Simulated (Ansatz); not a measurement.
# GaAs (F-43m) in Ansatz: further runs, part 2 of 2

Ansatz 0.2.0. Earlier steps stand in the parts before.

### Step 3. Single point, BHLYP, 21.23 Å³/atom (volume scaled by 0.94)

The input, input.yaml:

```yaml
crystal:
  lattice:
    - [0.0, 2.7691429914, 2.7691429914]
    - [2.7691429914, 0.0, 2.7691429914]
    - [2.7691429914, 2.7691429914, 0.0]
  atoms:
    - { symbol: As, position: [0.75, 0.75, 0.75] }
    - { symbol: Ga, position: [0.0, 0.0, 0.0] }
hamiltonian:
  xc: { name: BHLYP }
  pseudopotentials: { kind: paw }
kpoints:
  mp_grid: { grid: [4, 4, 4] }
scf:
  occupations: { method: fermi_dirac, width: 0.05 }
output:
  forces: true
  stress: true
  eigenvalues: true
```

Potentials or basis: Ansatz PAW.

Started as:

```bash
$ ansatz run input.yaml --threads 2 --pin off --max-ram 5632MiB --backend cpu --events-out ev --progress --plain --runs-dir out
```

The program printed:

```text
Warning: output.stress: scf.convergence.dr2_threshold = 1e-7 eV (the SCF's general default) is looser than the 2e-10 eV advised for a printed stress (1e-10 eV for each atom of the cell: 2). What an SCF threshold leaves in a stress goes as its square root, and in the free energy as the threshold itself, and one threshold admits the most on a small cell: of the crystals measured, under no hybrid functional and no lock of the moments, on runs that ended without the residual-converged pass, on stresses that held no estimate of that error, the worst erred by over 100 MPa in a component at 1e-7 eV an atom and by under 5 at 1e-10. Set scf.convergence.dr2_threshold to 2e-10 eV or tighter. The threshold is an SCF's pass mark: one that does not reach it within its budget of iterations ends unconverged, or closes short of it on a stop that the run arms, and scf.convergence.dr2_threshold's page says what that costs each kind of run
Warning: output.stress: scf.exx.energy_threshold = 1e-6 eV is looser than the 2e-8 eV advised for a stress under a hybrid functional (1e-8 eV for each atom of the cell: 2). Every SCF of the exchange loop can meet its threshold on dr2 while the loop round them stops early: no threshold on dr2 bounds what that leaves in the stress. Set scf.exx.energy_threshold to 2e-8 eV or tighter. The threshold is the loop's pass mark: a loop that does not reach it within its budget of cycles ends unconverged, and scf.exx.energy_threshold's page has the law
Warning: RAYON_NUM_THREADS=2 ignored (pool sized by the plan → 2); use --threads N
[... 97 lines left out ...]
--- Band table (eV; the first three rows and the last of 8) ---
  k-point 0: bands = ["-34.1333", "-34.1333", "-34.1333", "-34.1177", "-34.1177", "-12.4898", "-12.4898", "-12.4898", "-12.3878", "-12.3878", "-7.9137", "7.8668", "7.8668", "7.8668", "12.2148", "14.8165", "14.8165", "14.8165"]
  k-point 1: bands = ["-34.1330", "-34.1328", "-34.1328", "-34.1174", "-34.1174", "-12.5133", "-12.4780", "-12.4780", "-12.3882", "-12.3882", "-7.0463", "3.0142", "7.0402", "7.0402", "12.7168", "15.8514", "15.8514", "17.7297"]
  k-point 2: bands = ["-34.1327", "-34.1323", "-34.1323", "-34.1172", "-34.1172", "-12.5363", "-12.4684", "-12.4684", "-12.3865", "-12.3865", "-5.6381", "-0.3715", "6.4273", "6.4273", "12.1557", "15.8092", "15.8092", "19.2278"]
  k-point 7: bands = ["-34.1330", "-34.1324", "-34.1311", "-34.1175", "-34.1167", "-12.5548", "-12.4573", "-12.4428", "-12.4002", "-12.3854", "-4.5660", "-0.2442", "3.4366", "3.7334", "15.7805", "16.3724", "17.0777", "17.2712"]
```

Wall time 10 s (2 threads of AMD EPYC 7B13 (Zen 3), shared host); peak memory 0.78 GiB.

Results:

```yaml
Free_energy: -8653.5487 eV
Pressure: 8.4 GPa
Band_gap_on_the_k_mesh: 4.23 eV, indirect (least direct gap 4.35 eV)
```

Caveat: the k mesh is coarse (spacing up to 0.49 Å⁻¹), so the values aren't converged, least of all with exact exchange; the PAW data sets come from PBE, with cores solved anew for the run's functional, which leaves a small shift of forces and pressure; the thresholds are loose for stress.

### Step 4. Single point, BHLYP, 21.69 Å³/atom (volume scaled by 0.96)

Changes to input.yaml since step 3:

```diff
@@ -2,5 +2,5 @@
   lattice:
-    - [0.0, 2.7691429914, 2.7691429914]
-    - [2.7691429914, 0.0, 2.7691429914]
-    - [2.7691429914, 2.7691429914, 0.0]
+    - [0.0, 2.7886446409, 2.7886446409]
+    - [2.7886446409, 0.0, 2.7886446409]
+    - [2.7886446409, 2.7886446409, 0.0]
   atoms:
```

Started as:

```bash
$ ansatz run input.yaml --threads 2 --pin off --max-ram 5632MiB --backend cpu --events-out ev --progress --plain --runs-dir out
```

Wall time 10 s (2 threads of AMD EPYC 7B13 (Zen 3), shared host); peak memory 0.78 GiB.

Results (log left out):

- Free energy: -8653.5896 eV
- Pressure: 6.2 GPa
- Band gap on the k mesh: 4.14 eV, direct

Caveat: the k mesh is coarse (spacing up to 0.49 Å⁻¹), so the values aren't converged, least of all with exact exchange; the PAW data sets come from PBE, with cores solved anew for the run's functional, which leaves a small shift of forces and pressure; the thresholds are loose for stress.

### Step 5. Single point, BHLYP, 22.14 Å³/atom (volume scaled by 0.98)

Changes to input.yaml since step 4:

```diff
@@ -2,5 +2,5 @@
   lattice:
-    - [0.0, 2.7886446409, 2.7886446409]
-    - [2.7886446409, 0.0, 2.7886446409]
-    - [2.7886446409, 2.7886446409, 0.0]
+    - [0.0, 2.8078772807, 2.8078772807]
+    - [2.8078772807, 0.0, 2.8078772807]
+    - [2.8078772807, 2.8078772807, 0.0]
   atoms:
```

Started as:

```bash
$ ansatz run input.yaml --threads 2 --pin off --max-ram 5632MiB --backend cpu --events-out ev --progress --plain --runs-dir out
```

Run time: 9.8 s. Hardware: 2 threads of AMD EPYC 7B13 (Zen 3), shared host; peak memory 0.79 GiB.

Results (log left out):

* Free energy: -8653.6185 eV
* Pressure: 4.1 GPa
* Band gap on the k mesh: 3.93 eV, direct

Caveat: the k mesh is coarse (spacing up to 0.48 Å⁻¹), so the values aren't converged, least of all with exact exchange; the PAW data sets come from PBE, with cores solved anew for the run's functional, which leaves a small shift of forces and pressure; the thresholds are loose for stress.

### Step 6. Single point, BHLYP, 22.59 Å³/atom

Changes to input.yaml since step 5:

```diff
@@ -2,5 +2,5 @@
   lattice:
-    - [0.0, 2.8078772807, 2.8078772807]
-    - [2.8078772807, 0.0, 2.8078772807]
-    - [2.8078772807, 2.8078772807, 0.0]
+    - [0.0, 2.82685, 2.82685]
+    - [2.82685, 0.0, 2.82685]
+    - [2.82685, 2.82685, 0.0]
   atoms:
```

Potentials or basis: Ansatz PAW.

Started as:

```bash
$ ansatz run input.yaml --threads 2 --pin off --max-ram 5632MiB --backend cpu --events-out ev --progress --plain --runs-dir out
```

Wall time 11 s (2 threads of AMD EPYC 7B13 (Zen 3), shared host); peak memory 0.76 GiB.

It converged, with:

* Free energy: -8653.6369 eV
* Pressure: 2.3 GPa
* Band gap on the k mesh: 3.73 eV, direct

Caveat: the k mesh is coarse (spacing up to 0.48 Å⁻¹), so the values aren't converged, least of all with exact exchange; the PAW data sets come from PBE, with cores solved anew for the run's functional, which leaves a small shift of forces and pressure; the thresholds are loose for stress.

### Step 7. Single point, BHLYP, 23.04 Å³/atom (volume scaled by 1.02)

Changes to input.yaml since step 6:

```diff
@@ -2,5 +2,5 @@
   lattice:
-    - [0.0, 2.82685, 2.82685]
-    - [2.82685, 0.0, 2.82685]
-    - [2.82685, 2.82685, 0.0]
+    - [0.0, 2.8455714065, 2.8455714065]
+    - [2.8455714065, 0.0, 2.8455714065]
+    - [2.8455714065, 2.8455714065, 0.0]
   atoms:
@@ -19 +19,5 @@
   eigenvalues: true
+  write_density: true
+  write_potential: true
+  elf: true
+  volumetric_format: npy
```

Started as:

```bash
$ ansatz run input.yaml --threads 2 --pin off --max-ram 5632MiB --backend cpu --events-out ev --progress --plain --runs-dir out
```

Run time: 11 s. Hardware: 2 threads of AMD EPYC 7B13 (Zen 3), shared host; peak memory 0.79 GiB.

The run converged. Its results:

| Item | Value |
| --- | --- |
| Free energy | -8653.6452 eV |
| Pressure | 0.7 GPa |
| Band gap on the k mesh | 3.53 eV, direct |

Caveat: the k mesh is coarse (spacing up to 0.48 Å⁻¹), so the values aren't converged, least of all with exact exchange; the PAW data sets come from PBE, with cores solved anew for the run's functional, which leaves a small shift of forces and pressure; the thresholds are loose for stress.

### Step 8. Single point, BHLYP, 23.49 Å³/atom (volume scaled by 1.04)

The input, input.yaml:

```yaml
crystal:
  lattice:
    - [0.0, 2.8640496607, 2.8640496607]
    - [2.8640496607, 0.0, 2.8640496607]
    - [2.8640496607, 2.8640496607, 0.0]
  atoms:
    - { symbol: As, position: [0.75, 0.75, 0.75] }
    - { symbol: Ga, position: [0.0, 0.0, 0.0] }
hamiltonian:
  xc: { name: BHLYP }
  pseudopotentials: { kind: paw }
kpoints:
  mp_grid: { grid: [4, 4, 4] }
scf:
  occupations: { method: fermi_dirac, width: 0.05 }
output:
  forces: true
  stress: true
  eigenvalues: true
```

Started as:

```bash
$ ansatz run input.yaml --threads 2 --pin off --max-ram 5632MiB --backend cpu --events-out ev --progress --plain --runs-dir out
```

Run time: 12 s. Hardware: 2 threads of AMD EPYC 7B13 (Zen 3), shared host; peak memory 0.8 GiB.

It converged, with:

| Quantity | Value |
| --- | --- |
| Free energy | -8653.6451 eV |
| Pressure | -0.8 GPa |
| Band gap on the k mesh | 3.34 eV, direct |

Caveat: the k mesh is coarse (spacing up to 0.47 Å⁻¹), so the values aren't converged, least of all with exact exchange; the PAW data sets come from PBE, with cores solved anew for the run's functional, which leaves a small shift of forces and pressure; the thresholds are loose for stress.

### Step 9. Single point, BHLYP, 23.94 Å³/atom (volume scaled by 1.06)

Changes to input.yaml since step 8:

```diff
@@ -2,5 +2,5 @@
   lattice:
-    - [0.0, 2.8640496607, 2.8640496607]
-    - [2.8640496607, 0.0, 2.8640496607]
-    - [2.8640496607, 2.8640496607, 0.0]
+    - [0.0, 2.8822925071, 2.8822925071]
+    - [2.8822925071, 0.0, 2.8822925071]
+    - [2.8822925071, 2.8822925071, 0.0]
   atoms:
@@ -19 +19,5 @@
   eigenvalues: true
+  write_density: true
+  write_potential: true
+  elf: true
+  volumetric_format: npy
```

Potentials or basis: Ansatz PAW.

Started as:

```bash
$ ansatz run input.yaml --threads 2 --pin off --max-ram 5632MiB --backend cpu --events-out ev --progress --plain --runs-dir out
```

Wall time 12 s (2 threads of AMD EPYC 7B13 (Zen 3), shared host); peak memory 0.79 GiB.

Results (log left out):

```yaml
Free_energy: -8653.6372 eV
Pressure: -2.1 GPa
Band_gap_on_the_k_mesh: 3.15 eV, direct
```

Caveat: the k mesh is coarse (spacing up to 0.47 Å⁻¹), so the values aren't converged, least of all with exact exchange; the PAW data sets come from PBE, with cores solved anew for the run's functional, which leaves a small shift of forces and pressure; the thresholds are loose for stress.

### Step 10. Equation of state, BHLYP

No new run: the results of the series are fitted here.

What came out:

- Equilibrium volume: 23.26 Å³/atom
- Bulk modulus: 75 GPa
- Pressure derivative of the bulk modulus: 4.6

Energy against volume, from the lowest point:
| volume (Å³/atom) | energy (meV/atom) |
| --- | --- |
| 21.234 | 48.25 |
| 21.686 | 27.78 |
| 22.138 | 13.32 |
| 22.590 | 4.13 |
| 23.041 | 0.00 |
| 23.493 | 0.04 |
| 23.945 | 4.01 |

Caveat: the k mesh is coarse (spacing up to 0.48 Å⁻¹), so the values aren't converged, least of all with exact exchange; the potentials were made for another functional, which shifts forces and pressure. Zero-point motion and thermal expansion aren't in these numbers.

### Step 11. Against experiment

Step 2. A measured gap of GaAs is 1.412 eV (direct; 300 K; “Evidence of valence band perturbations in GaAsN/GaAs(001): A combined variable-angle spectroscopic ellipsometry and modulated photoreflectance investigation”, 2008, arxiv:0805.2212); the calculated 3.61 eV misses it by +2.19 eV. So large a miss can be the level of theory's own, or it may mean another phase, state or a wrong row. 3 values of this kind are on record (1.412 to 1.51 eV); this one was drawn at random among those near their median, those with a stated uncertainty first. Spin-orbit coupling on As, Ga is left out. The value is that of BHLYP, without temperature or zero-point motion.
